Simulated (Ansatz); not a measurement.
System: rock-salt LiI. Method: B3LYP (VWN-RPA form) (Ansatz, a first-principles code, plane waves, PAW).

Numerical settings: plane-wave cutoff 460 eV, 8×8×8 k mesh, Fermi–Dirac smearing 0.01 eV, scalar-relativistic PAW data made under PBE.

Equation-of-state points:

```csv
V (Å³/atom),E − E_lowest (meV/atom)
27.192,4.40
28.129,0.49
28.623,0.00
29.338,0.98
30.054,3.73
```

Problem. Estimate the bulk modulus and its pressure derivative from these points.

Solution. V0 = 28.616 Å³/atom, B0 = 18.1 GPa, B′ = 4.5 (fit to the energies at full precision).

Measured, for comparison: bulk modulus 24 GPa (0 K, extrapolated to 0 K; as tabulated in Doll and Stoll (1998), arXiv:cond-mat/9801031). Computed (rounded) less measured: bulk modulus -25 %.

Spin–orbit coupling is not included.

Computed values are for the static lattice.
